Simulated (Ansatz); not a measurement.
**Every step of a relaxation of Tl (sc type)**

DFT, PBE, PAW with Ansatz's default frozen-core files, scalar-relativistic (Ansatz 0.2.0); a Γ-centred 15×15×15 k mesh, Fermi–Dirac smearing of 0.08 eV, no spin polarisation. The run relaxes cell and atoms at a target pressure of 120 GPa.

Command: `ansatz run input.yaml --threads 2 --pin off --max-ram 5120MiB --backend cpu --events-out ev --progress --plain --runs-dir out` It took 4 s on 2 threads of Arm Neoverse V2 (shared host), peak memory 0.28 GiB.

```yaml
crystal:
  lattice:
    - [2.5299328024, 0.0, 0.0]
    - [0.0, 2.5299328024, 0.0]
    - [0.0, 0.0, 2.5299328024]
  atoms:
    - { symbol: Tl, position: [0.0, 0.0, 0.0] }
kpoints:
  mp_grid: { grid: [15, 15, 15] }
scf:
  occupations: { method: fermi_dirac, width: 0.08 }
hamiltonian:
  xc: pbe
  pseudopotentials: { kind: paw }
output:
  forces: true
  stress: true
  eigenvalues: true
relax:
  f_tol: 0.005
  max_steps: 40
  cell: { p_target: 120.0, stress_tol: 0.06 }
```

Each step lists its enthalpy F + pV a cell above the last geometry, the pressure, the cell vectors (Å), and Cartesian positions (Å) with forces (eV/Å).

The first step:

```
step 1  dH = 10.14 meV  P = 130.5 GPa
  cell 2.5299 0.0000 0.0000  0.0000 2.5299 0.0000  0.0000 0.0000 2.5299
  Tl 0.0000 0.0000 0.0000   0.0000 0.0000 0.0000
```

Spin–orbit coupling is left out, which matters for the heavy atoms.

**Question.** Where does the relaxation end, and by which steps?

**Answer.** After 4 geometries, with conventional a, b, c = 2.547, 2.547, 2.547 Å, at 16.520 Å³/atom (+2.02 % against the start) in space group Pm-3m, with a shortest distance of 2.547 Å. The further steps:
```
step 2  dH = 92.27 meV  P = 92.8 GPa  (not accepted)
  cell 2.5983 0.0000 0.0000  0.0000 2.5983 0.0000  0.0000 0.0000 2.5983
  Tl 0.0000 0.0000 0.0000   0.0000 0.0000 0.0000
step 3  dH = 0.11 meV  P = 119.1 GPa
  cell 2.5483 0.0000 0.0000  0.0000 2.5483 0.0000  0.0000 0.0000 2.5483
  Tl 0.0000 0.0000 0.0000   0.0000 0.0000 0.0000
step 4  dH = 0.00 meV  P = 120.0 GPa
  cell 2.5468 0.0000 0.0000  0.0000 2.5468 0.0000  0.0000 0.0000 2.5468
  Tl 0.0000 0.0000 0.0000   0.0000 0.0000 0.0000
step 5  dH = -0.38 meV  P = 120.0 GPa  (same geometry on a basis chosen anew; earlier energies don't compare to the last digit)
  cell 2.5468 0.0000 0.0000  0.0000 2.5468 0.0000  0.0000 0.0000 2.5468
  Tl 0.0000 0.0000 0.0000   0.0000 0.0000 0.0000
```
